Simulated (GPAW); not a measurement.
# Y (P6_3/mmc) in GPAW: settings compared

One crystal, Y, is run at these levels: PBE, mBEEF; tasks: band structure.

Everything below comes from runs of GPAW 26.7.0. Logs are shortened: lines on timing, memory, paths and dates and some standing lists are left out, and cuts for length are marked. The log counts tension as positive stress, the text compression.

**1. Starting point**

It takes space group P6_3/mmc (No. 194, hexagonal). Conventional cell: a = 3.647 Å, b = 3.647 Å, c = 5.731 Å, α = 90.00°, β = 90.00°, γ = 120.00°. Y (site symmetry -6m2) has 12 Y at 3.56 to 3.65 Å as nearest neighbours.

**2. Band structure, PBE, spin-orbit coupling, no magnetisation**

The input, run.py:

```python
import numpy as np
from ase.dft.bandgap import bandgap
from ase.io import read, write
from ase.units import GPa
from gpaw import GPAW, PW
from gpaw.spinorbit import soc_eigenstates

atoms = read('POSCAR')

calc = GPAW(mode=PW(600),
            xc='PBE',
            kpts={'size': (6, 6, 4), 'gamma': True},
            occupations={'name': 'fermi-dirac', 'width': 0.05},
            nbands=23,
            convergence={'density': 1e-05, 'energy': 1e-05},
            maxiter=150,
            txt='gpaw.txt')
atoms.calc = calc
energy = atoms.get_potential_energy()
forces = atoms.get_forces()
stress = atoms.get_stress()
calc.write('gs.gpw')
write('result.traj', atoms)
print(f'Energy: {energy:.6f} eV')
print('Forces (eV/A):')
print(forces.round(4))
print('Stress (GPa):', (stress / GPa).round(3))
print('Fermi level:', round(calc.get_fermi_level(), 4), 'eV')
print(f'Gap: {bandgap(calc)[0]:.4f} eV, direct: {bandgap(calc, direct=True)[0]:.4f} eV')

path = atoms.cell.bandpath('GMKGALHA,LM,KH', npoints=80, eps=1e-4)
bs_calc = calc.fixed_density(kpts=path, symmetry='off', nbands=37,
                             convergence={'bands': 'CBM+6.0', 'eigenstates': 1e-6}, txt='bands.txt')
bs = bs_calc.band_structure()
bs.write('bs.json')
print(f'Gap on the path: {bandgap(bs_calc)[0]:.4f} eV')

soc = soc_eigenstates(bs_calc, theta=90, phi=0)
np.savetxt('soc_bands.dat', soc.eigenvalues(), fmt='%.4f')
mesh = soc_eigenstates('gs.gpw', theta=90, phi=0)
np.savetxt('soc_mesh.dat', mesh.eigenvalues(), fmt='%.4f')
print('Fermi level with spin-orbit coupling:', round(mesh.fermi_level, 4), 'eV')
```

The input, POSCAR:

```
Y
1.0
    3.6474000000      0.0000000000      0.0000000000
   -1.8237000000      3.1587410578      0.0000000000
    0.0000000000      0.0000000000      5.7306000000
Y
2
Direct
    0.6666666667      0.3333333333      0.7500000000
    0.3333333333      0.6666666667      0.2500000000
```

Potentials or basis: GPAW PAW data sets (gpaw-data 1.2.1), pw.

Started as:

```bash
$ OMP_NUM_THREADS=1 python run.py
```

gpaw.txt:

```text
__  _  _
 | _ |_)|_||  |
 |__||  | ||/\| - 26.7.0

Input parameters:
  mode=PW(ecut=600.0),
  convergence={'density': 1e-05, 'energy': 1e-05},
  kpts=MonkhorstPack(size=(6, 6, 4), gamma=True),
  maxiter=150,
  nbands=23,
  occupations=Occupations(name='fermi-dirac', width=0.05),
  xc=XC(name='PBE')

Diagonalizing LCAO Hamiltonian
Converting LCAO to pw mode

           Y

        Y

Atoms  # Å, Bohr magnetons
|   | symbol |         x |        y |        z |    initial magnetic moments |
|---|--------|-----------|----------|----------|-----------------------------|
| 0 |      Y |  1.823700 | 1.052914 | 4.297950 | ( 0.0000,  0.0000,  0.0000) |
| 1 |      Y | -0.000000 | 2.105827 | 1.432650 | ( 0.0000,  0.0000,  0.0000) |

Unit cell  # Å
| periodic |         x |        y |        z |  lengths |     angles |
|----------|-----------|----------|----------|----------|------------|
|      yes |  3.647400 | 0.000000 | 0.000000 | 3.647400 |  90.000000 |
|      yes | -1.823700 | 3.158741 | 0.000000 | 3.647400 |  90.000000 |
|      yes |  0.000000 | 0.000000 | 5.730600 | 5.730600 | 120.000000 |

Number of symmetries: 12
Symmetry operations  # r_c * U_cc + t_c -> r_c
|    | kind |            matrix            |
|----|------|------------------------------|
|  0 |  σ   |  1, 1, 0,  0,-1, 0,  0, 0, 1 |
|  1 |  S6  |  1, 1, 0, -1, 0, 0,  0, 0,-1 |
|  2 |  E   |  1, 0, 0,  0, 1, 0,  0, 0, 1 |
|  3 |  C2  |  1, 0, 0, -1,-1, 0,  0, 0,-1 |
|  4 |  C2  |  0, 1, 0,  1, 0, 0,  0, 0,-1 |
|  5 |  C3  |  0, 1, 0, -1,-1, 0,  0, 0, 1 |
|  6 |  S6  |  0,-1, 0,  1, 1, 0,  0, 0,-1 |
|  7 |  σ   |  0,-1, 0, -1, 0, 0,  0, 0, 1 |
|  8 |  σ   | -1, 0, 0,  1, 1, 0,  0, 0, 1 |
|  9 |  i   | -1, 0, 0,  0,-1, 0,  0, 0,-1 |
| 10 |  C3  | -1,-1, 0,  1, 0, 0,  0, 0, 1 |
| 11 |  C2  | -1,-1, 0,  0, 1, 0,  0, 0,-1 |

BZ-sampling:
  Number of BZ points: 144
  Number of IBZ points: 24

  Monkhorst-Pack size: [6, 6, 4]
  Monkhorst-Pack shift: [0.08333333333333333, 0.08333333333333333, 0.125]

K-points  # in reciprocal-cell coordinates
|     |                                coordinates |     weight |
|-----|--------------------------------------------|------------|
|   0 | (  0.00000000,   0.00000000,   0.00000000) | 0.00694444 |
|   1 | (  0.00000000,   0.00000000,   0.25000000) | 0.01388889 |
|   2 | (  0.00000000,   0.00000000,   0.50000000) | 0.00694444 |
|   3 | (  0.16666667,   0.00000000,  -0.25000000) | 0.04166667 |
|   4 | (  0.16666667,   0.00000000,   0.00000000) | 0.04166667 |
|   5 | (  0.16666667,   0.00000000,   0.25000000) | 0.04166667 |
|   6 | (  0.16666667,   0.00000000,   0.50000000) | 0.04166667 |
|   7 | (  0.33333333,  -0.16666667,   0.00000000) | 0.04166667 |
|   8 | (  0.33333333,  -0.16666667,   0.25000000) | 0.08333333 |
|   9 | (  0.33333333,  -0.16666667,   0.50000000) | 0.04166667 |
| ... |                                            |            |
|  23 | (  0.50000000,   0.50000000,   0.50000000) | 0.02083333 |

Plane wave coefficients: 2237
Cutoff: 600.0 eV

Spin-components: 1 (collinear spins)
Bands:           23
Projectors:      12
Spin-degeneracy: 2
Datatype:        complex128

Parallelization:
  kpt:    1
  domain: 1
  band:   1

Density:
  Valence electrons: 22.0
  Components: 1
  Grid points: [21 21 35]
  Charge: 0.0  # |e|

Potential:
  Grid points: [21 21 35]

species:
  Y:
    name:    Yttrium
    Z:       39.0
    valence: 11
    core:    28
    charge:  0.0  # [|e|]
    compensation charges:
      type: gauss
      rc: 0.40  # [Å]
      lmax: 2
    cutoffs:
      filter: 2.39  # [Å]
      core: 1.70  # [Å]
    projectors
    | kind |    occ | energy [eV] | rcut [Å] |
    |------|--------|-------------|----------|
    |   4s |  2.000 |     -47.973 |    1.328 |
    |   5s |  2.000 |      -4.101 |    1.328 |
    |   4p |  6.000 |     -27.921 |    1.318 |
    |   5p |  0.000 |      -1.441 |    1.318 |
    |   4d |  1.000 |      -2.517 |    1.286 |
    |    d |        |      24.695 |    1.286 |

    Using partial waves for Y as LCAO basis

Reference energy: -184182.767865  # eV

eigensolver:
  PPCG
  Converge bands: occupied
  niter=2

density mixing:
  MSR1-Mixer
  Pratt-step length: 0.05
  Maximum mixing coefficient: 0.75
  Old densities: 10
  SVD Regularization: 0.005
  Good broyden scale: 1.0
  Trust region scale: 1.0
  Backstep threshold: 4.0
  History deletion threshold: 6.0
  Fourier metric: weight=20.0, sigma=0.015

occupation numbers:
  Fermi-Dirac:
    width: 0.0500  # eV

poisson solver:
  ecut: 4800.0  # eV

xc functional:
  name: PBE with 2 nearest neighbor stencil

convergence criteria:
- Maximum integral of absolute [dens]ity change: 1e-05 electrons / valence electron
- Maximum [total energy] change in last 3 cyles: 1e-05 eV / valence electron
- Maximum integral of absolute [eigenst]ate change: 4e-08 eV^2 / valence electron
maximum number of iterations: 150

SCF iterations
|iter     | |      energy | eigst |  dens |
|---------|-|-------------|-------|-------|
|iter:   1| |   -9.552486 | -0.32 |       |
|iter:   2| |   -9.528974 | -2.74 | -1.40 |
|iter:   3| |   -9.412296 | -1.81 | -1.43 |
|iter:   4| |   -9.417172 | -3.11 | -1.98 |
|iter:   5| |   -9.418661 | -4.25 | -2.33 |
|iter:   6| |   -9.418678 | -5.68 | -3.49 |
|iter:   7| |   -9.418669c| -6.20 | -3.52 |
|iter:   8| |   -9.418672c| -7.47c| -4.06 |
|iter:   9| |   -9.418672c| -8.19c| -4.93 |
|iter:  10| |   -9.418672c| -8.77c| -5.84c|

Converged in 10 steps
Energy contributions relative to reference atoms: (reference = -184182.767865)

Energy contributions:
  Kinetic:           1.089638
  Coulomb:           0.049297
  Zero:             -0.325851
  External:          0.000000
  Xc:              -10.216319
  Entropy:          -0.030873
  Spinorbit:         0.000000
  ----------------------------
  Free energy:      -9.434108
  Extrapolated:     -9.418672

dipole moment: (0.000000, 0.000001, 0.000001)  # |e|*Ang

Fermi level: 6.426
Eigenvalues  # (at kpt = [0.000, 0.000, 0.000])
| band index |      eig [eV] | occ [0-2] |
|------------|---------------|-----------|
|          0 |       -36.304 |     2.000 |
|        ... |               |           |
|          2 |       -16.592 |     2.000 |
|          3 |       -16.135 |     2.000 |
|          4 |       -16.135 |     2.000 |
|          5 |       -16.048 |     2.000 |
|          6 |       -16.048 |     2.000 |
|          7 |       -16.011 |     2.000 |
[... 8 lines left out ...]
|         16 |         9.173 |     0.000 |
|         17 |         9.173 |     0.000 |
|        ... |               |           |
|         22 |        16.935 |     0.000 |

No gap
No difference between direct/indirect transitions

Forces  # eV/Ang
|        x |       y |        z |
|----------|---------|----------|
|  0.00000 | 0.00000 | -0.00000 |  # Y    0
| -0.00000 | 0.00000 |  0.00000 |  # Y    1

Stress tensor  # eV/Ang^3
|         x |         y |        z |
|-----------|-----------|----------|
| -0.001112 |  0.000000 | 0.000000 |
|  0.000000 | -0.001112 | 0.000000 |
|  0.000000 |  0.000000 | 0.004981 |

# Writing to gs.gpw (mode='')
```

Wall time 78 s (1 thread of Arm Neoverse V1, shared host); peak memory 0.35 GiB.

Results:

```yaml
Free_energy: -9.4341 eV
Pressure: -0.1 GPa
Band_gap_along_the_path: none (metal or under the smearing width)
```

Stress tensor (GPa, compression positive):
```
 0.18  0.00  0.00
 0.00  0.18  0.00
 0.00  0.00 -0.80
```

Levels at the corners of the path, in eV from the Fermi level:
```
point  band 17  band 18  band 19  band 20  band 21  band 22  band 23  band 24
    Γ    -4.69    -4.69    -1.88    -1.88     0.80     0.80     1.67     1.67
    M    -1.70    -1.70    -1.21    -1.21    -0.85    -0.85    -0.16    -0.16
    K    -0.74    -0.74    -0.72    -0.72    -0.66    -0.66    -0.49    -0.49
    Γ    -4.69    -4.69    -1.88    -1.88     0.80     0.80     1.67     1.67
    A    -3.27    -3.27    -3.27    -3.27     0.90     0.90     0.90     0.90
    L    -1.67    -1.67    -1.67    -1.67     0.02     0.02     0.02     0.02
    H    -0.45    -0.45    -0.41    -0.41    -0.39    -0.39    -0.39    -0.39
    A    -3.27    -3.27    -3.27    -3.27     0.90     0.90     0.90     0.90
    L    -1.67    -1.67    -1.67    -1.67     0.02     0.02     0.02     0.02
    M    -1.70    -1.70    -1.21    -1.21    -0.85    -0.85    -0.16    -0.16
    K    -0.74    -0.74    -0.72    -0.72    -0.66    -0.66    -0.49    -0.49
    H    -0.45    -0.45    -0.41    -0.41    -0.39    -0.39    -0.39    -0.39
```

Caveat: spin-orbit coupling was added after a scalar SCF, so levels and gaps hold it while energy, forces, pressure and moments don't; this program's spin-orbit splittings come out too wide for heavy elements.

**3. Band structure, mBEEF, spin-orbit coupling, no magnetisation**

run.py, as its differences from that of step 2:

```diff
@@ -10,3 +10,3 @@
 calc = GPAW(mode=PW(600),
-            xc='PBE',
+            xc='mBEEF',
             kpts={'size': (6, 6, 4), 'gamma': True},
@@ -30,3 +30,3 @@
 
-path = atoms.cell.bandpath('GMKGALHA,LM,KH', npoints=80, eps=1e-4)
+path = atoms.cell.bandpath('GMKGALHA,LM,KH', npoints=60, eps=1e-4)
 bs_calc = calc.fixed_density(kpts=path, symmetry='off', nbands=37,
@@ -37,5 +37,5 @@
 
-soc = soc_eigenstates(bs_calc, theta=90, phi=0)
+soc = soc_eigenstates(bs_calc, theta=90, phi=45, ignore_xc_potential=True)
 np.savetxt('soc_bands.dat', soc.eigenvalues(), fmt='%.4f')
-mesh = soc_eigenstates('gs.gpw', theta=90, phi=0)
+mesh = soc_eigenstates('gs.gpw', theta=90, phi=45, ignore_xc_potential=True)
 np.savetxt('soc_mesh.dat', mesh.eigenvalues(), fmt='%.4f')
```

POSCAR is that of step 2.

Potentials or basis: GPAW PAW data sets (gpaw-data 1.2.1), pw.

Started as:

```bash
$ OMP_NUM_THREADS=1 python run.py
```

gpaw.txt:

```text
__  _  _
 | _ |_)|_||  |
 |__||  | ||/\| - 26.7.0

Input parameters:
  mode=PW(ecut=600.0),
  convergence={'density': 1e-05, 'energy': 1e-05},
  kpts=MonkhorstPack(size=(6, 6, 4), gamma=True),
  maxiter=150,
  nbands=23,
  occupations=Occupations(name='fermi-dirac', width=0.05),
  xc=XC(name='mBEEF')

Diagonalizing LCAO Hamiltonian
Converting LCAO to pw mode

           Y

        Y

Atoms  # Å, Bohr magnetons
|   | symbol |         x |        y |        z |    initial magnetic moments |
|---|--------|-----------|----------|----------|-----------------------------|
| 0 |      Y |  1.823700 | 1.052914 | 4.297950 | ( 0.0000,  0.0000,  0.0000) |
| 1 |      Y | -0.000000 | 2.105827 | 1.432650 | ( 0.0000,  0.0000,  0.0000) |

Unit cell  # Å
| periodic |         x |        y |        z |  lengths |     angles |
|----------|-----------|----------|----------|----------|------------|
|      yes |  3.647400 | 0.000000 | 0.000000 | 3.647400 |  90.000000 |
|      yes | -1.823700 | 3.158741 | 0.000000 | 3.647400 |  90.000000 |
|      yes |  0.000000 | 0.000000 | 5.730600 | 5.730600 | 120.000000 |

Number of symmetries: 12
Symmetry operations  # r_c * U_cc + t_c -> r_c
|    | kind |            matrix            |
|----|------|------------------------------|
|  0 |  σ   |  1, 1, 0,  0,-1, 0,  0, 0, 1 |
|  1 |  S6  |  1, 1, 0, -1, 0, 0,  0, 0,-1 |
|  2 |  E   |  1, 0, 0,  0, 1, 0,  0, 0, 1 |
|  3 |  C2  |  1, 0, 0, -1,-1, 0,  0, 0,-1 |
|  4 |  C2  |  0, 1, 0,  1, 0, 0,  0, 0,-1 |
|  5 |  C3  |  0, 1, 0, -1,-1, 0,  0, 0, 1 |
|  6 |  S6  |  0,-1, 0,  1, 1, 0,  0, 0,-1 |
|  7 |  σ   |  0,-1, 0, -1, 0, 0,  0, 0, 1 |
|  8 |  σ   | -1, 0, 0,  1, 1, 0,  0, 0, 1 |
|  9 |  i   | -1, 0, 0,  0,-1, 0,  0, 0,-1 |
| 10 |  C3  | -1,-1, 0,  1, 0, 0,  0, 0, 1 |
| 11 |  C2  | -1,-1, 0,  0, 1, 0,  0, 0,-1 |

BZ-sampling:
  Number of BZ points: 144
  Number of IBZ points: 24

  Monkhorst-Pack size: [6, 6, 4]
  Monkhorst-Pack shift: [0.08333333333333333, 0.08333333333333333, 0.125]

K-points  # in reciprocal-cell coordinates
|     |                                coordinates |     weight |
|-----|--------------------------------------------|------------|
|   0 | (  0.00000000,   0.00000000,   0.00000000) | 0.00694444 |
|   1 | (  0.00000000,   0.00000000,   0.25000000) | 0.01388889 |
|   2 | (  0.00000000,   0.00000000,   0.50000000) | 0.00694444 |
|   3 | (  0.16666667,   0.00000000,  -0.25000000) | 0.04166667 |
|   4 | (  0.16666667,   0.00000000,   0.00000000) | 0.04166667 |
|   5 | (  0.16666667,   0.00000000,   0.25000000) | 0.04166667 |
|   6 | (  0.16666667,   0.00000000,   0.50000000) | 0.04166667 |
|   7 | (  0.33333333,  -0.16666667,   0.00000000) | 0.04166667 |
|   8 | (  0.33333333,  -0.16666667,   0.25000000) | 0.08333333 |
|   9 | (  0.33333333,  -0.16666667,   0.50000000) | 0.04166667 |
| ... |                                            |            |
|  23 | (  0.50000000,   0.50000000,   0.50000000) | 0.02083333 |

Plane wave coefficients: 2237
Cutoff: 600.0 eV

Spin-components: 1 (collinear spins)
Bands:           23
Projectors:      12
Spin-degeneracy: 2
Datatype:        complex128

Parallelization:
  kpt:    1
  domain: 1
  band:   1

Density:
  Valence electrons: 22.0
  Components: 1
  Grid points: [21 21 35]
  Charge: 0.0  # |e|

Potential:
  Grid points: [21 21 35]

species:
  Y:
    name:    Yttrium
    Z:       39.0
    valence: 11
    core:    28
    charge:  0.0  # [|e|]
    compensation charges:
      type: gauss
      rc: 0.40  # [Å]
      lmax: 2
    cutoffs:
      filter: 2.39  # [Å]
      core: 1.70  # [Å]
    projectors
    | kind |    occ | energy [eV] | rcut [Å] |
    |------|--------|-------------|----------|
    |   4s |  2.000 |     -47.973 |    1.328 |
    |   5s |  2.000 |      -4.101 |    1.328 |
    |   4p |  6.000 |     -27.921 |    1.318 |
    |   5p |  0.000 |      -1.441 |    1.318 |
    |   4d |  1.000 |      -2.517 |    1.286 |
    |    d |        |      24.695 |    1.286 |

    Using partial waves for Y as LCAO basis

Reference energy: -184182.767865  # eV

eigensolver:
  PPCG
  Converge bands: occupied
  niter=2

density mixing:
  MSR1-Mixer
  Pratt-step length: 0.05
  Maximum mixing coefficient: 0.75
  Old densities: 10
  SVD Regularization: 0.005
  Good broyden scale: 1.0
  Trust region scale: 1.0
  Backstep threshold: 4.0
  History deletion threshold: 6.0
  Fourier metric: weight=20.0, sigma=0.015

occupation numbers:
  Fermi-Dirac:
    width: 0.0500  # eV

poisson solver:
  ecut: 4800.0  # eV

xc functional:
  name: mBEEF with 2 nearest neighbor stencil

convergence criteria:
- Maximum integral of absolute [dens]ity change: 1e-05 electrons / valence electron
- Maximum [total energy] change in last 3 cyles: 1e-05 eV / valence electron
- Maximum integral of absolute [eigenst]ate change: 4e-08 eV^2 / valence electron
maximum number of iterations: 150

SCF iterations
|iter     | |      energy | eigst |  dens |
|---------|-|-------------|-------|-------|
|iter:   1| | -207.318951 | -0.35 |       |
|iter:   2| | -195.693685 | -0.82 | -1.50 |
|iter:   3| | -195.706841 | -1.79 | -1.43 |
|iter:   4| | -195.739227 | -1.94 | -1.82 |
|iter:   5| | -195.743932 | -3.10 | -2.04 |
|iter:   6| | -195.745855 | -3.09 | -2.13 |
|iter:   7| | -195.746062 | -4.90 | -2.57 |
|iter:   8| | -195.746084 | -5.21 | -2.60 |
|iter:   9| | -195.746220c| -5.04 | -2.75 |
|iter:  10| | -195.746244c| -5.19 | -3.04 |
|iter:  11| | -195.746240c| -6.29 | -3.83 |
|iter:  12| | -195.746236c| -6.62 | -3.84 |
|iter:  13| | -195.746235c| -7.51c| -4.74 |
|iter:  14| | -195.746234c| -8.36c| -5.05c|

Converged in 14 steps
Energy contributions relative to reference atoms: (reference = -184182.767865)

Energy contributions:
  Kinetic:          24.112435
  Coulomb:         -21.321562
  Zero:             -0.366633
  External:          0.000000
  Xc:             -198.158757
  Entropy:          -0.023436
  Spinorbit:         0.000000
  ----------------------------
  Free energy:    -195.757952
  Extrapolated:   -195.746234

dipole moment: (0.000000, 0.000001, 0.000001)  # |e|*Ang

Fermi level: 6.189
Eigenvalues  # (at kpt = [0.000, 0.000, 0.000])
| band index |      eig [eV] | occ [0-2] |
|------------|---------------|-----------|
|          0 |       -38.386 |     2.000 |
|        ... |               |           |
|          2 |       -17.906 |     2.000 |
|          3 |       -17.442 |     2.000 |
|          4 |       -17.441 |     2.000 |
|          5 |       -17.355 |     2.000 |
|          6 |       -17.355 |     2.000 |
|          7 |       -17.323 |     2.000 |
[... 8 lines left out ...]
|         16 |         9.212 |     0.000 |
|         17 |         9.212 |     0.000 |
|        ... |               |           |
|         22 |        18.061 |     0.000 |

No gap
No difference between direct/indirect transitions

Forces  # eV/Ang
|        x |       y |        z |
|----------|---------|----------|
|  0.00000 | 0.00000 |  0.00009 |  # Y    0
| -0.00000 | 0.00000 | -0.00009 |  # Y    1

Stress tensor  # eV/Ang^3
|         x |         y |        z |
|-----------|-----------|----------|
| -0.008291 |  0.000000 | 0.000000 |
|  0.000000 | -0.008291 | 0.000000 |
|  0.000000 |  0.000000 | 0.001608 |

# Writing to gs.gpw (mode='')
```

Wall time 3.9 min (1 thread of Arm Neoverse V1, shared host); peak memory 0.41 GiB.

What came out:

```
Free energy             : -195.7580 eV
Pressure                : 0.8 GPa
Band gap along the path : none (metal or under the smearing width)
```

Stress tensor (GPa, compression positive):
```
 1.33  0.00  0.00
 0.00  1.33  0.00
 0.00  0.00 -0.26
```

Levels at the corners of the path, in eV from the Fermi level:
```tsv
point	band 18	band 19	band 20	band 21	band 22	band 23
Γ	-4.91	-1.87	-1.87	0.68	0.68	1.97
M	-1.71	-1.21	-1.21	-0.84	-0.84	-0.28
K	-0.78	-0.71	-0.71	-0.69	-0.69	-0.57
Γ	-4.91	-1.87	-1.87	0.68	0.68	1.97
A	-3.44	-3.44	-3.44	1.02	1.02	1.02
L	-1.66	-1.66	-1.66	0.04	0.04	0.04
H	-0.49	-0.43	-0.43	-0.26	-0.26	-0.25
A	-3.44	-3.44	-3.44	1.02	1.02	1.02
L	-1.66	-1.66	-1.66	0.04	0.04	0.04
M	-1.71	-1.21	-1.21	-0.84	-0.84	-0.28
K	-0.78	-0.71	-0.71	-0.69	-0.69	-0.57
H	-0.49	-0.43	-0.43	-0.26	-0.26	-0.25
```

Caveat: spin-orbit coupling was added after a scalar SCF, so levels and gaps hold it while energy, forces, pressure and moments don't; this program's spin-orbit splittings come out too wide for heavy elements; the PAW data sets were made with another functional, which shifts forces and pressure a little.

[end of part 1 of 2]
